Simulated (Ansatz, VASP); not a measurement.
## Two plane-wave programs on BaS

File POSCAR:

```
BaS
1.0
   -0.0479357085      3.2030440750      3.2030440750
    3.2030440750     -0.0479357085      3.2030440750
    3.2030440750      3.2030440750     -0.0479357085
Ba S
1 1
Direct
    0.0000000000      0.0000000000      0.0000000000
    0.5000000000      0.5000000000      0.5000000000
```

Contents of INCAR.step1:

```
SYSTEM = BaS
PREC = Accurate
ENCUT = 520
ISMEAR = 0
SIGMA = 0.01
LREAL = .FALSE.
LASPH = .TRUE.
NELM = 60
NBANDS = 15
GGA = PE
ALGO = Normal
EDIFF = 1E-4
LWAVE = .TRUE.
LCHARG = .FALSE.
```

The input INCAR.step2:

```
SYSTEM = BaS
PREC = Accurate
ENCUT = 520
EDIFF = 1E-7
ISMEAR = 0
SIGMA = 0.01
LREAL = .FALSE.
LASPH = .TRUE.
NELM = 60
ALGO = Normal
ISIF = 2
LWAVE = .FALSE.
LCHARG = .TRUE.
METAGGA = R2SCAN
LMIXTAU = .TRUE.
LELF = .TRUE.
LVHAR = .TRUE.
NBANDS = 15
ISTART = 1
```

KPOINTS

```
Automatic mesh
0
G
  8 8 8
  0 0 0
```

Input for Ansatz:

```yaml
crystal:
  lattice:
    - [-0.0479357085, 3.203044075, 3.203044075]
    - [3.203044075, -0.0479357085, 3.203044075]
    - [3.203044075, 3.203044075, -0.0479357085]
  atoms:
    - { symbol: Ba, position: [0.0, 0.0, 0.0] }
    - { symbol: S, position: [0.5, 0.5, 0.5] }
kpoints:
  mp_grid: { grid: [8, 8, 8] }
  band_path:
    path:
      - [0.0, 0.0, 0.0]
      - [0.5, 0.0, 0.5]
      - [0.625, 0.25, 0.625]
      - [0.375, 0.375, 0.75]
      - [0.5, 0.5, 0.5]
      - [0.5, 0.25, 0.75]
    npoints: 1
hamiltonian:
  xc: r2scan
scf:
  occupations: { method: fixed }
  n_extra_bands: 4
output:
  forces: true
  stress: true
  eigenvalues: true
```

Change from the starting cell: epitaxial_111 strain +1.2%.

Alike in both runs: task single point; functional r2SCAN; k mesh 8 × 8 × 8; no spin polarisation.

|  | VASP | Ansatz |
| --- | --- | --- |
| version | VASP 6.6.1 | Ansatz 0.2.0 |
| potentials or method | VASP PAW PBE potentials, release 64 (Ba_sv, S) | plane waves, PAW |
| plane-wave cutoff (eV) | 520 | 500 |
| occupations | gaussian, width 0.01 eV | fixed |
| valence electrons in the cell | 16 | 16 |

|  | VASP | Ansatz | Ansatz less VASP |
| --- | --- | --- | --- |
| gap on the k mesh at the Fermi level (eV) | 2.48 | 2.56 | +0.084 |
| pressure (GPa) | -0.1 | -0.6 | -0.53 |
| largest component of the traceless stress (GPa) | 0.28 | 0.28 | 0.000 |

Caveats: the PAW data sets were made with another functional, which shifts forces and pressure a little (VASP); spin-orbit coupling is left out, which moves the levels of the heavy elements. A k mesh can miss the band edges.
